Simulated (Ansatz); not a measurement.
Property card for Rh

Method: Ansatz 0.2.0, DFT PBEsol, scalar-relativistic, plane waves, PAW.

Settings: cutoff 420 eV, Γ-centred mesh 18×18×18 on the computed 1-atom cell, Gaussian smearing of 0.10 eV; no spin polarisation.

The structure is relaxed at this level of theory with its symmetry kept.

```
CELL_PARAMETERS angstrom
0.00000 1.88999 1.88999
1.88999 0.00000 1.88999
1.88999 1.88999 0.00000
ATOMIC_POSITIONS crystal
Rh 0.00000 0.00000 0.00000
```

Q: Formation energy from the elements' standard states (uncorrected)?

A: 0.000 eV/atom.

Q: Density of states at the Fermi level?

A: 1.24 states/eV per cell.

Q: Löwdin character within 0.5 eV of the Fermi level?

A: Rh 4d 96 %.

Q: Bulk modulus?

A: 296 GPa.

Q: Its pressure derivative?

A: 5.1.

Q: Bader charges (e)?

A: Rh (1 in the cell) 0.00.